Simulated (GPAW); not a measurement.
Crystal: Ti.

```
Ti
1.0
     4.56737    0.00000    0.00000
    -2.28369    3.95546    0.00000
     0.00000    0.00000    2.82624
Ti
3
Cartesian
  2.2837 1.3185 1.4131
  0.0000 2.6370 1.4131
  0.0000 0.0000 0.0000
```

This isn't the form of Ti at room conditions, which is hcp.

Program: GPAW 26.7.0. Alike in all runs: no spin polarisation; cell as given; smearing fermi-dirac 0.05 eV.

**Question.** Order these runs on this cell by their pressure, lowest first.
A. level PBEsol; potentials or basis PAW data sets generated in the run's folder for this functional, pw; k mesh 6 × 6 × 8; cutoff (eV) 600; maxiter 150; band path GMKGALHA,LM,KH; band points 100
B. level r2SCAN+U; potentials or basis GPAW PAW data sets (gpaw-data 1.2.1), pw; U Ti d U = 3.5 eV; k mesh 5 × 5 × 7; cutoff (eV) 600; maxiter 150; band path GMKGALHA,LM,KH; band points 80
C. level r2SCAN; potentials or basis GPAW PAW data sets (gpaw-data 1.2.1), pw; k mesh 6 × 6 × 8; cutoff (eV) 500; maxiter 120; convergence default
D. level LDA; potentials or basis the program's PAW data sets (release 1.2.1) made for this functional, pw; k mesh 5 × 5 × 7; cutoff (eV) 600; maxiter 150; band path GMKGALHA,LM,KH; band points 80
E. level BLYP; potentials or basis PAW data sets generated in the run's folder for this functional, pw; k mesh 5 × 5 × 7; cutoff (eV) 600; maxiter 150; band path GMKGALHA,LM,KH; band points 80; eigensolver davidson

**Answer.** D (-8.5 GPa), A (-4.0 GPa), C (0.2 GPa), E (2.8 GPa), B (6.6 GPa).

Caveats: the PAW data sets were made with another functional, which shifts forces and pressure a little (some runs); the cutoff is short for stress and forces, so pressures can be off by a GPa or more (some runs); U without spin polarisation on a metal has little footing (some runs); the U is typed as a test and isn't derived for this compound (some runs).

Not every run made on this cell is shown here.
